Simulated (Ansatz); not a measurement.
Input of an Ansatz 0.2.0 run:

File input.yaml:

```yaml
crystal:
  lattice:
    - [2.2675, 1.3091417354, 3.938]
    - [-2.2675, 1.3091417354, 3.938]
    - [0.0, -2.6182834708, 3.938]
  atoms:
    - { symbol: Bi, position: [0.763931, 0.763771, 0.761773] }
    - { symbol: Bi, position: [0.232891, 0.244773, 0.225245] }
hamiltonian:
  xc: { exchange: b88, correlation: pbe }
  pseudopotentials: { kind: paw_fr }
magnetization:
  noncollinear: true
  spin_orbit: true
kpoints:
  mp_grid: { grid: [7, 7, 7] }
scf:
  occupations: { method: fermi_dirac, width: 0.1 }
output:
  forces: true
  stress: true
relax:
  f_tol: 0.01
  max_steps: 40
```

Potentials or basis: Ansatz PAW.

Run with:

```bash
$ ansatz run input.yaml --threads 1 --pin off --max-ram 2560MiB --backend cpu --events-out ev --progress --plain --runs-dir out
```

Task: Estimate the energy gained by relaxing.

Result: 0.7 meV/atom.

Final structure:
```cif
data_structure
_symmetry_space_group_name_H-M 'P 1'
_symmetry_Int_Tables_number 1
_cell_length_a 4.7290
_cell_length_b 4.7290
_cell_length_c 4.7290
_cell_angle_alpha 57.304
_cell_angle_beta 57.304
_cell_angle_gamma 57.304
_cell_volume 70.14
loop_
_atom_site_label
_atom_site_type_symbol
_atom_site_fract_x
_atom_site_fract_y
_atom_site_fract_z
_atom_site_occupancy
Bi1 Bi 0.76247 0.76826 0.75765 1
Bi2 Bi 0.23435 0.24028 0.22937 1
```
